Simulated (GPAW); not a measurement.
# Pb (Im-3m) in GPAW: further runs

Aim: see how the results for Pb move with the level of theory and the settings. Levels: r2SCAN, RPBE, AM05, WC. Tasks: Fermi surface.

All numbers are computed with GPAW 26.7.0; they aren't measurements. Logs are shortened: lines on timing, memory, paths and dates and some standing lists are left out, and cuts for length are marked. The log counts tension as positive stress, the text compression.

## Step 1: The crystal as given

It takes space group Im-3m (No. 229, cubic). The conventional cell has a = 3.959 Å, b = 3.959 Å, c = 3.959 Å, α = 90.00°, β = 90.00°, γ = 90.00°. Around Pb (site symmetry m-3m) lie 8 Pb at 3.43 Å.

This isn't the form of Pb at room conditions, which is fcc.

## Step 2: Fermi surface, r2SCAN

run.py

```python
import json
import numpy as np
from ase.dft.bandgap import bandgap
from ase.io import read, write
from ase.units import GPa
from gpaw import GPAW, PW

atoms = read('Pb.xyz')

calc = GPAW(mode=PW(510),
            xc='MGGA_X_R2SCAN+MGGA_C_R2SCAN',
            kpts={'size': (9, 9, 9), 'gamma': True},
            occupations={'name': 'fermi-dirac', 'width': 0.05},
            nbands=14,
            convergence={'density': 1e-05, 'energy': 1e-05},
            maxiter=150,
            txt='gpaw.txt')
atoms.calc = calc
energy = atoms.get_potential_energy()
forces = atoms.get_forces()
stress = atoms.get_stress()
calc.write('gs.gpw')
write('result.traj', atoms)
print(f'Energy: {energy:.6f} eV')
print('Forces (eV/A):')
print(forces.round(4))
print('Stress (GPa):', (stress / GPa).round(3))
print('Fermi level:', round(calc.get_fermi_level(), 4), 'eV')
print(f'Gap: {bandgap(calc)[0]:.4f} eV, direct: {bandgap(calc, direct=True)[0]:.4f} eV')

size = (14, 14, 14)
dense = calc.fixed_density(kpts={'size': size, 'gamma': True}, update_fermi_level=True,
                           convergence={'bands': 'CBM+2.0', 'eigenstates': 1e-7}, txt='dense.txt')
ef = dense.get_fermi_level()
index = np.round(dense.get_bz_k_points() * size).astype(int) % size
recip = 2 * np.pi * atoms.cell.reciprocal()
sheets = []
for s, e_kn in enumerate(dense.eigenvalues()):
    for n in range(e_kn.shape[1] - 2):
        if e_kn[:, n].min() < ef < e_kn[:, n].max():
            e = np.empty(size)
            e[tuple(index.T)] = e_kn[dense.get_bz_to_ibz_map(), n] - ef
            de = np.array([(np.roll(e, -1, c) - np.roll(e, 1, c)) * size[c] / 2 for c in range(3)])
            v = np.linalg.norm(np.einsum('vc,cxyz->vxyz', np.linalg.inv(recip), de), axis=0)
            w = np.exp(-(e / 0.1)**2) / (0.1 * np.pi**0.5)
            sheets.append({'spin': s, 'band': n, 'filled': (e < 0).mean(), 'dos': w.mean(), 'bottom': e.min(), 'top': e.max(),
                           'velocity': (w * v).sum() / w.sum() * 1.519267e5, 'slice': e[:, :, 0].round(3).tolist()})
            print(f'spin {s} band {n}: filled share {sheets[-1]["filled"]:.3f}, from {e.min():.3f} to {e.max():.3f} eV,',
                  f'{w.mean():.3f} states/eV, mean velocity {sheets[-1]["velocity"]:.3e} m/s')
print('Fermi level on the dense mesh:', round(ef, 4), 'eV,', len(sheets), 'sheets')
json.dump({'ef': ef, 'sheets': sheets}, open('fermi.json', 'w'))
```

Pb.xyz

```xyz
1
Lattice="-1.9796595667 1.9796595667 1.9796595667 1.9796595667 -1.9796595667 1.9796595667 1.9796595667 1.9796595667 -1.9796595667" Properties=species:S:1:pos:R:3 pbc="T T T"
Pb     0.0000000000      0.0000000000      0.0000000000
```

Potentials or basis: GPAW PAW data sets (gpaw-data 1.2.1), pw.

Command:

```
$ OMP_NUM_THREADS=1 python run.py
```

gpaw.txt:

```text
__  _  _
 | _ |_)|_||  |
 |__||  | ||/\| - 26.7.0

Input parameters:
  mode=PW(ecut=510.0),
  convergence={'density': 1e-05, 'energy': 1e-05},
  kpts=MonkhorstPack(size=(9, 9, 9), gamma=True),
  maxiter=150,
  nbands=14,
  occupations=Occupations(name='fermi-dirac', width=0.05),
  xc=XC(name='MGGA_X_R2SCAN+MGGA_C_R2SCAN')

Diagonalizing LCAO Hamiltonian
Converting LCAO to pw mode

       Pb

Atoms  # Å, Bohr magnetons
|   | symbol |        x |        y |        z |    initial magnetic moments |
|---|--------|----------|----------|----------|-----------------------------|
| 0 |     Pb | 0.000000 | 0.000000 | 0.000000 | ( 0.0000,  0.0000,  0.0000) |

Unit cell  # Å
| periodic |         x |         y |         z |  lengths |     angles |
|----------|-----------|-----------|-----------|----------|------------|
|      yes | -1.979660 |  1.979660 |  1.979660 | 3.428871 | 109.471221 |
|      yes |  1.979660 | -1.979660 |  1.979660 | 3.428871 | 109.471221 |
|      yes |  1.979660 |  1.979660 | -1.979660 | 3.428871 | 109.471221 |

Number of symmetries: 48
Symmetry operations  # r_c * U_cc + t_c -> r_c
|    | kind |            matrix            |
|----|------|------------------------------|
|  0 |  σ   |  1, 1, 1,  0, 0,-1,  0,-1, 0 |
|  1 |  C4  |  1, 1, 1,  0, 0,-1, -1, 0, 0 |
|  2 |  C2  |  1, 1, 1,  0,-1, 0,  0, 0,-1 |
|  3 |  S6  |  1, 1, 1,  0,-1, 0, -1, 0, 0 |
|  4 |  S6  |  1, 1, 1, -1, 0, 0,  0, 0,-1 |
|  5 |  C4  |  1, 1, 1, -1, 0, 0,  0,-1, 0 |
|  6 |  E   |  1, 0, 0,  0, 1, 0,  0, 0, 1 |
|  7 |  σ   |  1, 0, 0,  0, 1, 0, -1,-1,-1 |
|  8 |  σ   |  1, 0, 0,  0, 0, 1,  0, 1, 0 |
|  9 |  C3  |  1, 0, 0,  0, 0, 1, -1,-1,-1 |
| 10 |  C3  |  1, 0, 0, -1,-1,-1,  0, 1, 0 |
| 11 |  σ   |  1, 0, 0, -1,-1,-1,  0, 0, 1 |
| 12 |  σ   |  0, 1, 0,  1, 0, 0,  0, 0, 1 |
| 13 |  C2  |  0, 1, 0,  1, 0, 0, -1,-1,-1 |
| 14 |  C3  |  0, 1, 0,  0, 0, 1,  1, 0, 0 |
| 15 |  S4  |  0, 1, 0,  0, 0, 1, -1,-1,-1 |
| 16 |  S4  |  0, 1, 0, -1,-1,-1,  1, 0, 0 |
| 17 |  C3  |  0, 1, 0, -1,-1,-1,  0, 0, 1 |
| 18 |  C3  |  0, 0, 1,  1, 0, 0,  0, 1, 0 |
| 19 |  S4  |  0, 0, 1,  1, 0, 0, -1,-1,-1 |
| 20 |  σ   |  0, 0, 1,  0, 1, 0,  1, 0, 0 |
| 21 |  C3  |  0, 0, 1,  0, 1, 0, -1,-1,-1 |
| 22 |  C2  |  0, 0, 1, -1,-1,-1,  1, 0, 0 |
| 23 |  S4  |  0, 0, 1, -1,-1,-1,  0, 1, 0 |
| 24 |  C4  |  0, 0,-1,  1, 1, 1,  0,-1, 0 |
| 25 |  σ   |  0, 0,-1,  1, 1, 1, -1, 0, 0 |
| 26 |  S6  |  0, 0,-1,  0,-1, 0,  1, 1, 1 |
| 27 |  C2  |  0, 0,-1,  0,-1, 0, -1, 0, 0 |
| 28 |  C4  |  0, 0,-1, -1, 0, 0,  1, 1, 1 |
| 29 |  S6  |  0, 0,-1, -1, 0, 0,  0,-1, 0 |
| 30 |  S6  |  0,-1, 0,  1, 1, 1,  0, 0,-1 |
| 31 |  C4  |  0,-1, 0,  1, 1, 1, -1, 0, 0 |
| 32 |  C4  |  0,-1, 0,  0, 0,-1,  1, 1, 1 |
| 33 |  S6  |  0,-1, 0,  0, 0,-1, -1, 0, 0 |
| 34 |  σ   |  0,-1, 0, -1, 0, 0,  1, 1, 1 |
| 35 |  C2  |  0,-1, 0, -1, 0, 0,  0, 0,-1 |
| 36 |  C2  | -1, 0, 0,  1, 1, 1,  0, 0,-1 |
| 37 |  S6  | -1, 0, 0,  1, 1, 1,  0,-1, 0 |
| 38 |  S6  | -1, 0, 0,  0, 0,-1,  1, 1, 1 |
| 39 |  C2  | -1, 0, 0,  0, 0,-1,  0,-1, 0 |
| 40 |  C2  | -1, 0, 0,  0,-1, 0,  1, 1, 1 |
| 41 |  i   | -1, 0, 0,  0,-1, 0,  0, 0,-1 |
| 42 |  S4  | -1,-1,-1,  1, 0, 0,  0, 1, 0 |
| 43 |  C3  | -1,-1,-1,  1, 0, 0,  0, 0, 1 |
| 44 |  C3  | -1,-1,-1,  0, 1, 0,  1, 0, 0 |
| 45 |  σ   | -1,-1,-1,  0, 1, 0,  0, 0, 1 |
| 46 |  S4  | -1,-1,-1,  0, 0, 1,  1, 0, 0 |
| 47 |  C2  | -1,-1,-1,  0, 0, 1,  0, 1, 0 |

BZ-sampling:
  Number of BZ points: 729
  Number of IBZ points: 35

  Monkhorst-Pack size: [9, 9, 9]
  Monkhorst-Pack shift: [0, 0, 0]

K-points  # in reciprocal-cell coordinates
|     |                                coordinates |     weight |
|-----|--------------------------------------------|------------|
|   0 | (  0.00000000,   0.00000000,   0.00000000) | 0.00137174 |
|   1 | (  0.11111111,   0.00000000,   0.00000000) | 0.01646091 |
|   2 | (  0.11111111,   0.11111111,  -0.11111111) | 0.00823045 |
|   3 | (  0.22222222,   0.00000000,  -0.11111111) | 0.03292181 |
|   4 | (  0.22222222,   0.00000000,   0.00000000) | 0.01646091 |
|   5 | (  0.22222222,   0.11111111,  -0.11111111) | 0.03292181 |
|   6 | (  0.22222222,   0.22222222,  -0.22222222) | 0.00823045 |
|   7 | (  0.33333333,  -0.11111111,  -0.11111111) | 0.01097394 |
|   8 | (  0.33333333,   0.00000000,  -0.11111111) | 0.06584362 |
|   9 | (  0.33333333,   0.00000000,   0.00000000) | 0.01646091 |
| ... |                                            |            |
|  34 | (  0.44444444,   0.44444444,   0.44444444) | 0.01097394 |

Plane wave coefficients: 824
Cutoff: 510.0 eV

Spin-components: 1 (collinear spins)
Bands:           14
Projectors:      6
Spin-degeneracy: 2
Datatype:        complex128

Parallelization:
  kpt:    1
  domain: 1
  band:   1

Density:
  Valence electrons: 14.0
  Components: 1
  Grid points: [18 18 18]
  Charge: 0.0  # |e|

Potential:
  Grid points: [18 18 18]

species:
  Pb:
    name:    Lead
    Z:       82.0
    valence: 14
    core:    68
    charge:  0.0  # [|e|]
    compensation charges:
      type: gauss
      rc: 0.38  # [Å]
      lmax: 2
    cutoffs:
      filter: 2.36  # [Å]
      core: 2.43  # [Å]
    projectors
    | kind |    occ | energy [eV] | rcut [Å] |
    |------|--------|-------------|----------|
    |   6s |  2.000 |     -11.969 |    1.259 |
    |   6p |  2.000 |      -3.506 |    1.275 |
    |   5d | 10.000 |     -21.211 |    1.217 |
    |    s |        |      15.243 |    1.259 |
    |    p |        |      23.705 |    1.275 |
    |    d |        |       6.001 |    1.217 |

    Using partial waves for Pb as LCAO basis

Reference energy: -567274.463364  # eV

eigensolver:
  PPCG
  Converge bands: occupied
  niter=2

density mixing:
  MSR1-Mixer
  Pratt-step length: 0.05
  Maximum mixing coefficient: 0.75
  Old densities: 10
  SVD Regularization: 0.005
  Good broyden scale: 1.0
  Trust region scale: 1.0
  Backstep threshold: 4.0
  History deletion threshold: 6.0
  Fourier metric: weight=20.0, sigma=0.015

occupation numbers:
  Fermi-Dirac:
    width: 0.0500  # eV

poisson solver:
  ecut: 4080.0  # eV

xc functional:
  name: MGGA_X_R2SCAN+MGGA_C_R2SCAN with 2 nearest neighbor stencil

convergence criteria:
[... 6 lines left out ...]
|iter     | |      energy | eigst |  dens |
|---------|-|-------------|-------|-------|
|iter:   1| |  -22.994443 | -0.27 |       |
|iter:   2| |  -20.557325 | -0.95 | -1.80 |
|iter:   3| |  -20.556600 | -2.69 | -1.84 |
|iter:   4| |  -20.560383 | -2.86 | -1.91 |
|iter:   5| |  -20.565196 | -2.80 | -2.13 |
|iter:   6| |  -20.565608 | -4.23 | -2.42 |
|iter:   7| |  -20.566338 | -3.98 | -2.56 |
|iter:   8| |  -20.566393 | -5.71 | -3.04 |
|iter:   9| |  -20.566569 | -4.75 | -3.07 |
|iter:  10| |  -20.566657 | -5.01 | -3.10 |
|iter:  11| |  -20.566690c| -5.41 | -3.39 |
|iter:  12| |  -20.566716c| -4.97 | -3.53 |
|iter:  13| |  -20.566717c| -6.53 | -3.91 |
|iter:  14| |  -20.566717c| -7.82c| -4.91 |
|iter:  15| |  -20.566717c| -8.63c| -5.54c|

Converged in 15 steps
Energy contributions relative to reference atoms: (reference = -567274.463364)

Energy contributions:
  Kinetic:          16.271255
  Coulomb:         -15.904473
  Zero:              0.009539
  External:          0.000000
  Xc:              -20.940668
  Entropy:          -0.004741
  Spinorbit:         0.000000
  ----------------------------
  Free energy:     -20.569088
  Extrapolated:    -20.566717

dipole moment: (-8.330686, -8.330686, -8.330686)  # |e|*Ang

Fermi level: 7.357
Eigenvalues  # (at kpt = [0.000, 0.000, 0.000])
| band index |      eig [eV] | occ [0-2] |
|------------|---------------|-----------|
|          0 |       -10.495 |     2.000 |
|          1 |       -10.495 |     2.000 |
|          2 |       -10.495 |     2.000 |
|          3 |       -10.252 |     2.000 |
|          4 |       -10.252 |     2.000 |
|          5 |        -4.784 |     2.000 |
|          6 |        14.993 |     0.000 |
|          7 |        14.993 |     0.000 |
|          8 |        14.993 |     0.000 |
|          9 |        19.209 |     0.000 |
|         10 |        19.209 |     0.000 |
|         11 |        19.209 |     0.000 |
|         12 |        19.882 |     0.000 |
|         13 |        21.127 |     0.000 |

No gap
No difference between direct/indirect transitions

Forces  # eV/Ang
|       x |        y |        z |
|---------|----------|----------|
| 0.00000 | -0.00000 | -0.00000 |  # Pb   0

Stress tensor  # eV/Ang^3
|        x |         y |         z |
|----------|-----------|-----------|
| 0.005174 |  0.000000 |  0.000000 |
| 0.000000 |  0.005174 | -0.000000 |
| 0.000000 | -0.000000 |  0.005174 |

# Writing to gs.gpw (mode='')
```

It took 91 s on 1 thread of Arm Neoverse V1, shared host; peak memory 0.28 GiB.

What came out:

```yaml
Free_energy: -20.5691 eV
Pressure: -0.8 GPa
Band_gap_on_the_k_mesh: none (metal or under the smearing width)
```

Levels at points of the mesh, in eV from the Fermi level:
| k point | band 3 | band 4 | band 5 | band 6 | band 7 | band 8 | band 9 | band 10 |
| --- | --- | --- | --- | --- | --- | --- | --- | --- |
| (0.00, 0.00, 0.00) | -17.85 | -17.61 | -17.61 | -12.14 | 7.64 | 7.64 | 7.64 | 11.85 |

Caveat: the cutoff is short for stress and forces, so pressures can be off by a GPa or more; the PAW data sets were made with another functional, which shifts forces and pressure a little. The run has no spin-orbit coupling, so splittings on Pb are missing.

## Step 3: Fermi surface, RPBE

Edit run.py of step 2 so:

```diff
@@ -10,3 +10,3 @@
 calc = GPAW(mode=PW(510),
-            xc='MGGA_X_R2SCAN+MGGA_C_R2SCAN',
+            xc='RPBE',
             kpts={'size': (9, 9, 9), 'gamma': True},
```

Pb.xyz is that of step 2.

Potentials or basis: the program's PAW data sets (release 1.2.1) made for this functional, pw.

Command:

```
$ OMP_NUM_THREADS=1 python run.py
```

gpaw.txt:

```text
__  _  _
 | _ |_)|_||  |
 |__||  | ||/\| - 26.7.0

Input parameters:
  mode=PW(ecut=510.0),
  convergence={'density': 1e-05, 'energy': 1e-05},
  kpts=MonkhorstPack(size=(9, 9, 9), gamma=True),
  maxiter=150,
  nbands=14,
  occupations=Occupations(name='fermi-dirac', width=0.05),
  xc=XC(name='RPBE')

Diagonalizing LCAO Hamiltonian
Converting LCAO to pw mode

       Pb

Atoms  # Å, Bohr magnetons
|   | symbol |        x |        y |        z |    initial magnetic moments |
|---|--------|----------|----------|----------|-----------------------------|
| 0 |     Pb | 0.000000 | 0.000000 | 0.000000 | ( 0.0000,  0.0000,  0.0000) |

Unit cell  # Å
| periodic |         x |         y |         z |  lengths |     angles |
|----------|-----------|-----------|-----------|----------|------------|
|      yes | -1.979660 |  1.979660 |  1.979660 | 3.428871 | 109.471221 |
|      yes |  1.979660 | -1.979660 |  1.979660 | 3.428871 | 109.471221 |
|      yes |  1.979660 |  1.979660 | -1.979660 | 3.428871 | 109.471221 |

Number of symmetries: 48
Symmetry operations  # r_c * U_cc + t_c -> r_c
|    | kind |            matrix            |
|----|------|------------------------------|
|  0 |  σ   |  1, 1, 1,  0, 0,-1,  0,-1, 0 |
|  1 |  C4  |  1, 1, 1,  0, 0,-1, -1, 0, 0 |
|  2 |  C2  |  1, 1, 1,  0,-1, 0,  0, 0,-1 |
|  3 |  S6  |  1, 1, 1,  0,-1, 0, -1, 0, 0 |
|  4 |  S6  |  1, 1, 1, -1, 0, 0,  0, 0,-1 |
|  5 |  C4  |  1, 1, 1, -1, 0, 0,  0,-1, 0 |
|  6 |  E   |  1, 0, 0,  0, 1, 0,  0, 0, 1 |
|  7 |  σ   |  1, 0, 0,  0, 1, 0, -1,-1,-1 |
|  8 |  σ   |  1, 0, 0,  0, 0, 1,  0, 1, 0 |
|  9 |  C3  |  1, 0, 0,  0, 0, 1, -1,-1,-1 |
| 10 |  C3  |  1, 0, 0, -1,-1,-1,  0, 1, 0 |
| 11 |  σ   |  1, 0, 0, -1,-1,-1,  0, 0, 1 |
| 12 |  σ   |  0, 1, 0,  1, 0, 0,  0, 0, 1 |
| 13 |  C2  |  0, 1, 0,  1, 0, 0, -1,-1,-1 |
| 14 |  C3  |  0, 1, 0,  0, 0, 1,  1, 0, 0 |
| 15 |  S4  |  0, 1, 0,  0, 0, 1, -1,-1,-1 |
| 16 |  S4  |  0, 1, 0, -1,-1,-1,  1, 0, 0 |
| 17 |  C3  |  0, 1, 0, -1,-1,-1,  0, 0, 1 |
| 18 |  C3  |  0, 0, 1,  1, 0, 0,  0, 1, 0 |
| 19 |  S4  |  0, 0, 1,  1, 0, 0, -1,-1,-1 |
| 20 |  σ   |  0, 0, 1,  0, 1, 0,  1, 0, 0 |
| 21 |  C3  |  0, 0, 1,  0, 1, 0, -1,-1,-1 |
| 22 |  C2  |  0, 0, 1, -1,-1,-1,  1, 0, 0 |
| 23 |  S4  |  0, 0, 1, -1,-1,-1,  0, 1, 0 |
| 24 |  C4  |  0, 0,-1,  1, 1, 1,  0,-1, 0 |
| 25 |  σ   |  0, 0,-1,  1, 1, 1, -1, 0, 0 |
| 26 |  S6  |  0, 0,-1,  0,-1, 0,  1, 1, 1 |
| 27 |  C2  |  0, 0,-1,  0,-1, 0, -1, 0, 0 |
| 28 |  C4  |  0, 0,-1, -1, 0, 0,  1, 1, 1 |
| 29 |  S6  |  0, 0,-1, -1, 0, 0,  0,-1, 0 |
| 30 |  S6  |  0,-1, 0,  1, 1, 1,  0, 0,-1 |
| 31 |  C4  |  0,-1, 0,  1, 1, 1, -1, 0, 0 |
| 32 |  C4  |  0,-1, 0,  0, 0,-1,  1, 1, 1 |
| 33 |  S6  |  0,-1, 0,  0, 0,-1, -1, 0, 0 |
| 34 |  σ   |  0,-1, 0, -1, 0, 0,  1, 1, 1 |
| 35 |  C2  |  0,-1, 0, -1, 0, 0,  0, 0,-1 |
[... 72 lines left out ...]
      core: 2.43  # [Å]
    projectors
    | kind |    occ | energy [eV] | rcut [Å] |
    |------|--------|-------------|----------|
    |   6s |  2.000 |     -11.900 |    1.259 |
    |   6p |  2.000 |      -3.434 |    1.275 |
    |   5d | 10.000 |     -21.207 |    1.217 |
    |    s |        |      15.312 |    1.259 |
    |    p |        |      23.777 |    1.275 |
    |    d |        |       6.004 |    1.217 |

    Using partial waves for Pb as LCAO basis

Reference energy: -567290.024539  # eV

eigensolver:
  PPCG
  Converge bands: occupied
  niter=2

density mixing:
  MSR1-Mixer
  Pratt-step length: 0.05
  Maximum mixing coefficient: 0.75
  Old densities: 10
  SVD Regularization: 0.005
  Good broyden scale: 1.0
  Trust region scale: 1.0
  Backstep threshold: 4.0
  History deletion threshold: 6.0
  Fourier metric: weight=20.0, sigma=0.015

occupation numbers:
  Fermi-Dirac:
    width: 0.0500  # eV

poisson solver:
  ecut: 4080.0  # eV

xc functional:
  name: RPBE with 2 nearest neighbor stencil

convergence criteria:
[... 6 lines left out ...]
|iter     | |      energy | eigst |  dens |
|---------|-|-------------|-------|-------|
|iter:   1| |   -3.369697 | -0.35 |       |
|iter:   2| |   -3.369130 | -2.31 | -1.74 |
|iter:   3| |   -3.356552 | -2.43 | -1.77 |
|iter:   4| |   -3.356858 | -3.35 | -2.26 |
|iter:   5| |   -3.357027 | -4.27 | -2.72 |
|iter:   6| |   -3.357032 | -6.12 | -3.80 |
|iter:   7| |   -3.357033c| -6.65 | -4.24 |
|iter:   8| |   -3.357033c| -7.77c| -5.19c|

Converged in 8 steps
Energy contributions relative to reference atoms: (reference = -567290.024539)

Energy contributions:
  Kinetic:           9.352344
  Coulomb:          -9.326881
  Zero:             -0.001426
  External:          0.000000
  Xc:               -3.378552
  Entropy:          -0.005036
  Spinorbit:         0.000000
  ----------------------------
  Free energy:      -3.359551
  Extrapolated:     -3.357033

dipole moment: (-8.343183, -8.343183, -8.343183)  # |e|*Ang

Fermi level: 7.518
Eigenvalues  # (at kpt = [0.000, 0.000, 0.000])
| band index |      eig [eV] | occ [0-2] |
|------------|---------------|-----------|
|          0 |        -9.703 |     2.000 |
|          1 |        -9.703 |     2.000 |
|          2 |        -9.703 |     2.000 |
|          3 |        -9.482 |     2.000 |
|          4 |        -9.482 |     2.000 |
|          5 |        -4.061 |     2.000 |
|          6 |        14.907 |     0.000 |
|          7 |        14.907 |     0.000 |
|          8 |        14.907 |     0.000 |
|          9 |        18.613 |     0.000 |
|         10 |        18.613 |     0.000 |
|         11 |        18.613 |     0.000 |
|         12 |        19.072 |     0.000 |
|         13 |        20.729 |     0.000 |

No gap
No difference between direct/indirect transitions

Forces  # eV/Ang
|       x |       y |       z |
|---------|---------|---------|
| 0.00000 | 0.00000 | 0.00000 |  # Pb   0

Stress tensor  # eV/Ang^3
|         x |         y |         z |
|-----------|-----------|-----------|
| -0.011611 |  0.000000 |  0.000000 |
|  0.000000 | -0.011611 |  0.000000 |
|  0.000000 |  0.000000 | -0.011611 |

# Writing to gs.gpw (mode='')
```

stdout:

```text
Energy: -3.357033 eV
Forces (eV/A):
[[0. 0. 0.]]
Stress (GPa): [-1.86 -1.86 -1.86  0.    0.    0.  ]
Fermi level: 7.5184 eV
Gap: 0.0000 eV, direct: 0.0000 eV
spin 0 band 6: filled share 0.787, from -3.904 to 7.484 eV, 0.175 states/eV, mean velocity 1.584e+06 m/s
spin 0 band 7: filled share 0.198, from -1.931 to 7.484 eV, 0.229 states/eV, mean velocity 1.203e+06 m/s
spin 0 band 8: filled share 0.010, from -0.308 to 7.484 eV, 0.051 states/eV, mean velocity 7.067e+05 m/s
Fermi level on the dense mesh: 7.4226 eV, 3 sheets
```

Wall time 25 s (1 thread of Arm Neoverse V1, shared host); peak memory 0.17 GiB.

Results:

| Item | Value |
| --- | --- |
| Free energy | -3.3596 eV |
| Pressure | 1.9 GPa |
| Band gap on the k mesh | none (metal or under the smearing width) |

Caveat: the cutoff is short for stress and forces, so pressures can be off by a GPa or more.

[end of part 1 of 2]
